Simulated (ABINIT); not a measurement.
Input of an ABINIT 10.8.3 (patched build) run:

run.abi

```
# Datasets: ground state, then fixed potential
ndtset 2

# Pseudopotentials
pp_dirpath "./"
pseudos "W.GGA_PBE-JTH.xml"

# Structure
acell 5.1791760466 5.1791760466 5.1791760466
rprim
    -0.5773502692     0.5773502692     0.5773502692
     0.5773502692    -0.5773502692     0.5773502692
     0.5773502692     0.5773502692    -0.5773502692
ntypat 1
znucl 74
natom 1
typat 1
xcart
     0.0000000000     0.0000000000     0.0000000000

# Plane-wave basis
ecut 16.0
pawecutdg 32.0

# Exchange and correlation
ixc 14

# Bands and occupations
occopt 3
tsmear 0.00183747

# Spin
nspinor 2
nspden 1
pawspnorb 1

# SCF cycle
nstep 100

# Output
iomode 3
prtwf 0
prteig 0
prtebands 0
enunit 1
prtden1 1

# Dataset 1
kptopt1 4
ngkpt1 12 12 12
nshiftk1 1
shiftk1 0.0 0.0 0.0
nband1 22
tolvrs1 1.0e-9

# Dataset 2: bands along G-H-N-G-P-H
iscf2 -2
getden2 1
nband2 34
nbdbuf2 8
tolwfr2 1.0e-11
kptopt2 -5
ndivsm2 6
prteig2 1
kptbounds2
     0.0000000000     0.0000000000     0.0000000000
     0.5000000000    -0.5000000000     0.5000000000
     0.0000000000     0.0000000000     0.5000000000
     0.0000000000     0.0000000000     0.0000000000
     0.2500000000     0.2500000000     0.2500000000
     0.5000000000    -0.5000000000     0.5000000000
```

Potentials or basis: JTH PAW PBE v2.0.

Command:

```sh
$ abinit run.abi > log 2>&1
```

Question: Predict the band gap on the k mesh.

Answer: None (metal or under the smearing width).

Question: Estimate the pressure.

Answer: 9.0 GPa.

Levels at the corners of the path, in eV from the Fermi level:
| point | band 11 | band 12 | band 13 | band 14 | band 15 | band 16 | band 17 | band 18 |
| --- | --- | --- | --- | --- | --- | --- | --- | --- |
| Γ | -1.36 | -1.36 | -1.36 | -1.36 | -0.85 | -0.85 | 2.38 | 2.38 |
| H | -5.78 | -5.78 | 4.99 | 4.99 | 4.99 | 4.99 | 5.71 | 5.71 |
| N | -3.52 | -3.52 | 0.75 | 0.75 | 2.20 | 2.20 | 3.22 | 3.22 |
| Γ | -1.36 | -1.36 | -1.36 | -1.36 | -0.85 | -0.85 | 2.38 | 2.38 |
| P | -2.73 | -2.73 | -2.73 | -2.73 | 3.38 | 3.38 | 3.38 | 3.38 |
| H | -5.78 | -5.78 | 4.99 | 4.99 | 4.99 | 4.99 | 5.71 | 5.71 |

Caveat: the PAW data sets were made with another functional, which shifts forces and pressure a little.
